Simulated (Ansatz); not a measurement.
# Ti: the cost of one run

Computed with Ansatz 0.2.0 (DFT PBE, scalar-relativistic, plane waves, PAW, unless a step's input says otherwise).

4 further runs of the same task are left out: 3 that didn't finish, 1 set aside as unsound or not needed.

## (1) The structure to begin with

It takes space group P6/mmm (No. 191, hexagonal). The conventional cell has a = 4.580 Å, b = 4.580 Å, c = 2.832 Å, α = 90.00°, β = 90.00°, γ = 120.00°. Ti (site symmetry 6/mmm) has 14 Ti at 2.83 to 3.00 Å as nearest neighbours. Ti (site symmetry -6m2) has 11 Ti at 2.64 to 3.00 Å as nearest neighbours.

Coordinates:

```xyz
3
Lattice="4.5795 0.0000 0.0000 -2.2898 3.9660 0.0000 0.0000 0.0000 2.8322" Properties=species:S:1:pos:R:3 pbc="T T T"
Ti    0.0000    0.0000    0.0000
Ti    0.0000    2.6440    1.4161
Ti    2.2898    1.3220    1.4161
```

It goes back to an entry of the Materials Project, which need not be the stable form.

It is the result of an earlier relaxation at this level (volume 17.15 Å³/atom; gap on the mesh: none (metal)).

## (2) Relaxing to 0.001 eV/Å, with the smearing for a metal

The response runs start from a cell at rest, found with their own mesh and filling of the bands.

input.yaml

```yaml
crystal:
  lattice:
    - [4.579536301, 0.0, 0.0]
    - [-2.2897681505, 3.9659947743, 0.0]
    - [0.0, 0.0, 2.8321726474]
  atoms:
    - { symbol: Ti, position: [0.0, 0.0, 0.0] }
    - { symbol: Ti, position: [0.3333333333, 0.6666666667, 0.5] }
    - { symbol: Ti, position: [0.6666666667, 0.3333333333, 0.5] }
basis:
  ecutwfc: 420
kpoints:
  mp_grid: { grid: [12, 12, 14] }
hamiltonian:
  xc: pbe
scf:
  occupations: { method: fermi_dirac, width: 0.15 }
output:
  forces: true
  stress: true
  eigenvalues: true
relax:
  adjacent_minimum: "off"
  f_tol: 0.001
  max_steps: 60
  cell: { stress_tol: 0.01 }
```

Started as:

```bash
> ansatz run input.yaml --threads 1 --pin off --max-ram 3072MiB --backend cpu --events-out ev --progress --plain --runs-dir out
```

Q: Estimate wall time and peak memory on 1 thread of Intel Xeon 6975P-C (Granite Rapids), shared host.

About 28 s, with a peak of 0.52 GiB.
